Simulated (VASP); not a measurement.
# InSe (P-6m2) in VASP: single point with LDA

Aim: the single point of InSe with LDA.

Program: VASP 6.6.1. These are calculated values, not measurements. Logs are shortened: lines on timing, memory, paths and dates and some standing lists are left out, and cuts for length are marked.

## 1. The structure

The structure is hexagonal, space group P-6m2 (No. 187). The conventional cell has a = 3.972 Å, b = 3.972 Å, c = 16.279 Å, α = 90.00°, β = 90.00°, γ = 120.00°. Around In (site symmetry 3m) lie 3 Se at 2.62 Å and 1 In at 2.74 Å. Around In (site symmetry 3m) lie 3 Se at 2.62 Å and 1 In at 2.74 Å. Around Se (site symmetry 3m) lie 3 In at 2.62 Å. Around Se (site symmetry 3m) lie 3 In at 2.62 Å.

Measurements of this composition are mostly on another form, of space group No. 160.

## 2. Single point, LDA

INCAR reads:

```
PREC     = Accurate       # precision mode
ENCUT    = 520            # plane-wave cutoff, eV
EDIFF    = 1E-6           # SCF threshold, eV
ISMEAR   = 0              # smearing method
SIGMA    = 0.02           # smearing width, eV
LREAL    = F              # projectors in reciprocal space
LASPH    = T              # aspherical terms in the spheres
NELM     = 100            # most SCF steps
ALGO     = Fast           # electronic algorithm
ISIF     = 2              # what is computed and relaxed
LWAVE    = F              # write WAVECAR
LCHARG   = T              # write CHGCAR
GGA      = CA             # functional
LELF     = T              # ELF
LVHAR    = T            
NBANDS   = 48             # bands
```

KPOINTS reads:

```
Automatic mesh
0
Gamma
  12 12 2
```

POSCAR reads:

```
InSe
1.0
    3.9721351586      0.0000000000      0.0000000000
   -1.9860675793      3.4399699546      0.0000000000
    0.0000000000      0.0000000000     16.2787492228
In Se
4 4
Direct
    0.0000000000      0.0000000000      0.5842153994
    0.0000000000      0.0000000000      0.4157846006
    0.3333333333      0.6666666667      0.9157807503
    0.3333333333      0.6666666667      0.0842192497
    0.6666666667      0.3333333333      0.8378465847
    0.6666666667      0.3333333333      0.1621534153
    0.3333333333      0.6666666667      0.6620814118
    0.3333333333      0.6666666667      0.3379185882
```

Potentials or basis: VASP PAW LDA potentials, release 64 (In_d, Se).

The run is started by

```
$ cat potpaw_LDA.64/In_d/POTCAR potpaw_LDA.64/Se/POTCAR > POTCAR
$ mpirun -np 1 vasp_std > vasp.out
```

OUTCAR:

```text
PREC = Accurate
   ENCUT = 520
   EDIFF = 1E-6
   ISMEAR = 0
   LREAL = F
   LASPH = T
   NELM = 100
   ISIF = 2
   GGA = CA

 ion  position               nearest neighbor table
   1  0.000  0.000  0.584-   7 2.62   7 2.62   7 2.62   2 2.74
   2  0.000  0.000  0.416-   8 2.62   8 2.62   8 2.62   1 2.74
   3  0.333  0.667  0.916-   5 2.62   5 2.62   5 2.62   4 2.74
   4  0.333  0.667  0.084-   6 2.62   6 2.62   6 2.62   3 2.74
   5  0.667  0.333  0.838-   3 2.62   3 2.62   3 2.62
   6  0.667  0.333  0.162-   4 2.62   4 2.62   4 2.62
   7  0.333  0.667  0.662-   1 2.62   1 2.62   1 2.62
   8  0.333  0.667  0.338-   2 2.62   2 2.62   2 2.62

  LATTYP: Found a hexagonal cell.
 ALAT       =     3.9721351586
 C/A-ratio  =     4.0982364831

  Lattice vectors:

 A1 = (   3.9721351586,   0.0000000000,   0.0000000000)
 A2 = (  -1.9860675793,   3.4399699546,   0.0000000000)
 A3 = (   0.0000000000,   0.0000000000,  16.2787492228)

Analysis of symmetry for initial positions (statically):
=====================================================================
 Subroutine PRICEL returns:
 Original cell was already a primitive cell.

 Routine SETGRP: Setting up the symmetry group for a
 hexagonal supercell.

 Subroutine GETGRP returns: Found 12 space group operations
 (whereof 12 operations were pure point group operations)
 out of a pool of 24 trial point group operations.

The static configuration has the point symmetry D_3h.

Analysis of symmetry for dynamics (positions and initial velocities):
=====================================================================
 Subroutine PRICEL returns:
 Original cell was already a primitive cell.

 Routine SETGRP: Setting up the symmetry group for a
 hexagonal supercell.

 Subroutine GETGRP returns: Found 12 space group operations
 (whereof 12 operations were pure point group operations)
 out of a pool of 24 trial point group operations.

The dynamic configuration has the point symmetry D_3h.

 Subroutine INISYM returns: Found 12 space group operations
 (whereof 12 operations are pure point group operations),
 and found     1 'primitive' translations

----------------------------------------------------------------------------------------

                                     Primitive cell

  volume of cell :     222.4332

  direct lattice vectors                    reciprocal lattice vectors
     3.972135159  0.000000000  0.000000000     0.251753770  0.145350107  0.000000000
    -1.986067579  3.439969955  0.000000000     0.000000000  0.290700213  0.000000000
     0.000000000  0.000000000 16.278749223     0.000000000  0.000000000  0.061429781

  length of vectors
     3.972135159  3.972135159 16.278749223     0.290700213  0.290700213  0.061429781

  position of ions in fractional coordinates (direct lattice)
     0.000000000  0.000000000  0.584215399
     0.000000000  0.000000000  0.415784601
     0.333333333  0.666666667  0.915780750
     0.333333333  0.666666667  0.084219250
     0.666666667  0.333333333  0.837846585
     0.666666667  0.333333333  0.162153415
     0.333333333  0.666666667  0.662081412
     0.333333333  0.666666667  0.337918588

  ion indices of the primitive-cell ions
   primitive index   ion index
                 1           1
                 2           2
                 3           3
                 4           4
                 5           5
                 6           6
                 7           7
                 8           8

----------------------------------------------------------------------------------------

 KPOINTS: Automatic mesh

Automatic generation of k-mesh.
 Grid dimensions read from file:
 generate k-points for:   12   12    2

 Generating k-lattice:

  Cartesian coordinates                     Fractional coordinates (reciprocal lattice)
     0.020979481  0.012112509  0.000000000     0.083333333 -0.000000000  0.000000000
     0.000000000  0.024225018  0.000000000     0.000000000  0.083333333  0.000000000
     0.000000000  0.000000000  0.030714891     0.000000000  0.000000000  0.500000000

  Length of vectors
     0.024225018  0.024225018  0.030714891

  Shift w.r.t. Gamma in fractional coordinates (k-lattice)
     0.000000000  0.000000000  0.000000000

 Subroutine IBZKPT returns following result:
 ===========================================

 Found     38 irreducible k-points:

 Following reciprocal coordinates:
            Coordinates               Weight
  0.000000  0.000000  0.000000      1.000000
  0.083333 -0.000000  0.000000      6.000000
  0.166667  0.000000  0.000000      6.000000
  0.250000  0.000000  0.000000      6.000000
  0.333333 -0.000000  0.000000      6.000000
  0.416667  0.000000  0.000000      6.000000
[... 16 lines left out ...]
  0.250000  0.000000  0.500000      6.000000
  0.333333 -0.000000  0.500000      6.000000
 [... further k-points ...]
   k-points           NKPTS =     38   k-points in BZ     NKDIM =     38   number of bands    NBANDS=     48
   number of dos      NEDOS =    301   number of ions     NIONS =      8
   total plane-waves  NPLWV = 113400
   dimension x,y,z NGX =    30 NGY =   30 NGZ =  126
   dimension x,y,z NGXF=    60 NGYF=   60 NGZF=  252
   ions per type =               4   4
   NGX,Y,Z   is equivalent  to a cutoff of  12.56, 12.56, 12.87 a.u.
   NGXF,Y,Z  is equivalent  to a cutoff of  25.11, 25.11, 25.74 a.u.
 SYSTEM =  unknown system
   PREC   = accura    normal or accurate (medium, high low for compatibility)
   ISTART =      0    job   : 0-new  1-cont  2-samecut
   ICHARG =      2    charge: 1-file 2-atom 10-const
   ISPIN  =      1    spin polarized calculation?
   LNONCOLLINEAR =      F non collinear calculations
   LSORBIT =      F    spin-orbit coupling
   LASPH  =      T    aspherical Exc in radial PAW
   ENCUT  =  520.0 eV  38.22 Ry    6.18 a.u.   7.39  7.39 30.27*2*pi/ulx,y,z
   NELM   =    100;   NELMIN=  2; NELMDL= -5     # of ELM steps
   EDIFF  = 0.1E-05   stopping-criterion for ELM
   LREAL  =      F    real-space projection
   EDIFFG = 0.1E-04   stopping-criterion for IOM
   NSW    =      0    number of steps for IOM
   IBRION =     -1    ionic relax: 0-MD 1-quasi-New 2-CG
   NFREE  =      0    steps in history (QN), initial steepest desc. (CG)
   ISIF   =      2    stress and relaxation
   ISYM   =      2    0-nonsym 1-usesym 2-fastsym
   POTIM  = 0.5000    time-step for ionic-motion
   TEBEG  =    0.0;   TEEND  =   0.0 temperature during run
   PSTRESS=    0.0 pullay stress
   NELECT =      76.0000    total number of electrons
   NUPDOWN=      -1.0000    fix difference up-down
   EMIN   =  10.00;   EMAX   =-10.00  energy-range for DOS
   EFERMI =   0.00;   METHOD = LEGACY
   ISMEAR =     0;   SIGMA  =   0.02  broadening in eV -4-tet -1-fermi 0-gaus
   EFERMI_NEDOS =   21; number of points for ismear=-14 and -15
   IALGO  =     68    algorithm
   IMIX   =      4    mixing-type and parameters
     AMIX     =   0.40;   BMIX     =  1.00
     AMIX_MAG =   1.60;   BMIX_MAG =  1.00
  volume/ion in A,a.u.               =      27.80       187.63
  Fermi-wavevector in a.u.,A,eV,Ry     =   1.144492  2.162776 17.821756  1.309862
  Thomas-Fermi vector in A             =   2.281184
   LORBIT       =      0    0 simple, 1 ext, 2 COOP (PROOUT), +10 PAW based schemes
   GGA     = CA    functional components
   LHFCALC =     F    Hartree Fock is set to
   AEXX    =    0.0000 exact exchange contribution
   IVDW    =     0    specifies the selected vdW correction
   LEPSILON=     F    determine dielectric tensor
   LRPA    =     F    only Hartree local field effects (RPA)
 non-spin polarized calculation
 RMM-DIIS sequential band-by-band and
 Gauss-broadening in eV      SIGMA  =   0.02
  energy-cutoff  :      520.00
  volume of cell :      222.43
 maximum number of plane-waves:      6055
 NGX is ok and might be reduce to    30
   NGX = 15   NGY = 15   NGZ = 61

 number of electron      75.9999979 magnetization

 Free energy of the ion-electron system (eV)
  ---------------------------------------------------
  ext. energy  EPLUGINS =         0.00000000
  ---------------------------------------------------
  free energy    TOTEN  =       -33.34085404 eV

  energy without entropy =      -33.34085404  energy(sigma->0) =      -33.34085404

 E-fermi :   4.6607     XC(G=0):  -9.4981

 val. band max:        4.5429439127   @ k =   0.0000   0.0000   0.0000
 cond. band min:       4.7421154065   @ k =   0.0000   0.0000   0.0000
 fundamental gap:      0.1991714938
 Fermi energy:         4.6607229117

 k-point     1 :       0.0000    0.0000    0.0000
  band No.  band energies     occupation
      1     -10.4285      2.00000
      2     -10.4111      2.00000
      3     -10.2081      2.00000
      4     -10.2081      2.00000
      5     -10.1901      2.00000
      6     -10.1901      2.00000
[... 40 lines left out ...]
     47       9.5561      0.00000
     48       9.8732      0.00000

 k-point     2 :       0.0833   -0.0000    0.0000
  band No.  band energies     occupation
      1     -10.4285      2.00000
      2     -10.4112      2.00000
      3     -10.2424      2.00000
      4     -10.2227      2.00000
      5     -10.2070      2.00000
      6     -10.1890      2.00000
[... 40 lines left out ...]
     47       9.3711      0.00000
     48       9.6810      0.00000

 k-point     3 :       0.1667    0.0000    0.0000
  band No.  band energies     occupation
      1     -10.4349      2.00000
      2     -10.4177      2.00000
      3     -10.3123      2.00000
      4     -10.2876      2.00000
      5     -10.2473      2.00000
      6     -10.2172      2.00000
[... 40 lines left out ...]
     47       8.9824      0.00000
     48       9.2208      0.00000

 k-point     4 :       0.2500    0.0000    0.0000
  band No.  band energies     occupation
      1     -10.4704      2.00000
      2     -10.4491      2.00000
      3     -10.3537      2.00000
      4     -10.3376      2.00000
      5     -10.3328      2.00000
      6     -10.3055      2.00000
[... 958 lines left out ...]
     47       8.9876      0.00000
     48       9.0409      0.00000

 k-point    23 :       0.2500    0.0000    0.5000
  band No.  band energies     occupation
      1     -10.4681      2.00000
      2     -10.4521      2.00000
      3     -10.3553      2.00000
      4     -10.3400      2.00000
      5     -10.3233      2.00000
      6     -10.3104      2.00000
[... 40 lines left out ...]
     47       8.9806      0.00000
     48       8.9957      0.00000

 k-point    24 :       0.3333   -0.0000    0.5000
  band No.  band energies     occupation
      1     -10.5212      2.00000
      2     -10.5054      2.00000
      3     -10.3991      2.00000
      4     -10.3857      2.00000
      5     -10.3584      2.00000
      6     -10.3425      2.00000
[... 40 lines left out ...]
     47       8.9616      0.00000
     48       8.9762      0.00000

 [... further k-points ...]
[... 5 lines left out ...]
  --------------------------------------------------------------------------------------
  -------------------------------------------------------------------------------------
  Total        0.1975174      0.1975174      0.2112809      0.0000000     -0.0000000      0.0000000
  in kB        1.4227093      1.4227093      1.5218471      0.0000000     -0.0000000      0.0000000
  external PRESSURE =       1.4557552 kB  Pullay stress =       0.0000000 kB

 VOLUME and BASIS-vectors are now :
 -----------------------------------------------------------------------------
  energy-cutoff  :      520.00
  volume of cell :      222.43
      direct lattice vectors                 reciprocal lattice vectors
     3.972135159  0.000000000  0.000000000     0.251753770  0.145350107  0.000000000
    -1.986067579  3.439969955  0.000000000     0.000000000  0.290700213  0.000000000
     0.000000000  0.000000000 16.278749223     0.000000000  0.000000000  0.061429781

 POSITION                                       TOTAL-FORCE (eV/Angst)
 -----------------------------------------------------------------------------------
      0.00000      0.00000      9.51030         0.000000     -0.000000     -0.012213
      0.00000      0.00000      6.76845         0.000000      0.000000      0.012213
     -0.00000      2.29331     14.90777        -0.000000     -0.000000      0.012424
     -0.00000      2.29331      1.37098         0.000000     -0.000000     -0.012424
      1.98607      1.14666     13.63909        -0.000000      0.000000     -0.027522
      1.98607      1.14666      2.63965        -0.000000      0.000000      0.027522
     -0.00000      2.29331     10.77786         0.000000     -0.000000      0.027499
     -0.00000      2.29331      5.50089         0.000000     -0.000000     -0.027499
 -----------------------------------------------------------------------------------
    total drift:                               -0.000001      0.000000     -0.000000

  FREE ENERGIE OF THE ION-ELECTRON SYSTEM (eV)
  ---------------------------------------------------
  free  energy   TOTEN  =       -33.3408540422 eV

  energy  without entropy=      -33.3408540422  energy(sigma->0) =      -33.34085404
```

Run time: 9.7 min. Hardware: 1 thread of AMD EPYC 7R13 (Zen 3), shared host; peak memory 0.43 GiB.

Results:

```yaml
Free_energy: -33.3409 eV
Pressure: 0.1 GPa
Largest_force: 0.028 eV/Å
Band_gap_on_the_k_mesh: 0.20 eV, direct
```

Forces on the atoms (eV/Å):
```
In   0.000  0.000 -0.012
In   0.000  0.000  0.012
In   0.000  0.000  0.012
In   0.000  0.000 -0.012
Se   0.000  0.000 -0.028
Se   0.000  0.000  0.028
Se   0.000  0.000  0.027
Se   0.000  0.000 -0.027
```

Caveat: spin-orbit coupling is left out, which moves the levels of the heavy elements.
